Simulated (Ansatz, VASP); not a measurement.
# Two plane-wave programs on CaSe

The input INCAR:

```
PREC = Accurate
ENCUT = 520
EDIFF = 1E-7
ISMEAR = 0
SIGMA = 0.05
LREAL = F
LASPH = T
NELM = 60
ALGO = Normal
ISIF = 2
LWAVE = F
LCHARG = F
GGA = PE
NBANDS = 15
```

Contents of KPOINTS:

```
regular mesh
0
Gamma
  6 6 6
```

File POSCAR:

```
CaSe
1.0
    0.0000000000      3.1680000000      3.5640000000
    3.1680000000      0.0000000000      3.5640000000
    3.1680000000      3.1680000000      0.0000000000
Ca Se
1 1
Direct
    0.0000000000      0.0000000000      0.0000000000
    0.7500000000      0.7500000000      0.7500000000
```

Input for Ansatz:

```yaml
crystal:
  lattice:
    - [0.0, 3.168, 3.564]
    - [3.168, 0.0, 3.564]
    - [3.168, 3.168, 0.0]
  atoms:
    - { symbol: Ca, position: [0.0, 0.0, 0.0] }
    - { symbol: Se, position: [0.75, 0.75, 0.75] }
basis:
  ecutwfc: 420
kpoints:
  mp_grid: { grid: [6, 6, 6] }
hamiltonian:
  xc: pbe
scf:
  occupations: { method: gaussian, width: 0.05 }
output:
  forces: true
  stress: true
  eigenvalues: true
```

Change from the starting cell: strain -0.040 along x and y, +0.080 along z, atoms carried along.

Alike in both runs: task single point; functional PBE; k mesh 6 × 6 × 6; occupations gaussian, width 0.05 eV; no spin polarisation.

|  | VASP | Ansatz |
| --- | --- | --- |
| version | VASP 6.6.1 | Ansatz 0.2.0 |
| potentials or method | VASP PAW PBE potentials, release 64 (Ca_sv, Se) | scalar-relativistic, plane waves, PAW |
| plane-wave cutoff (eV) | 520 | 420 |
| valence electrons in the cell | 16 | 26 |

Ansatz gave:

* gap on the k mesh at the Fermi level (eV): 2.90
* least direct gap on the mesh (eV): 3.11
* pressure (GPa): -0.3
* largest component of the traceless stress (GPa): 0.84

Problem. Estimate VASP's values.

Solution. gap on the k mesh at the Fermi level (eV): 2.90; least direct gap on the mesh (eV): 3.11; pressure (GPa): -0.2; largest component of the traceless stress (GPa): 0.83.

The functional is the same, so the differences come from potentials, cutoffs and numerics. The two sets of potentials don't hold the same shells in valence.

A k mesh can miss the band edges.
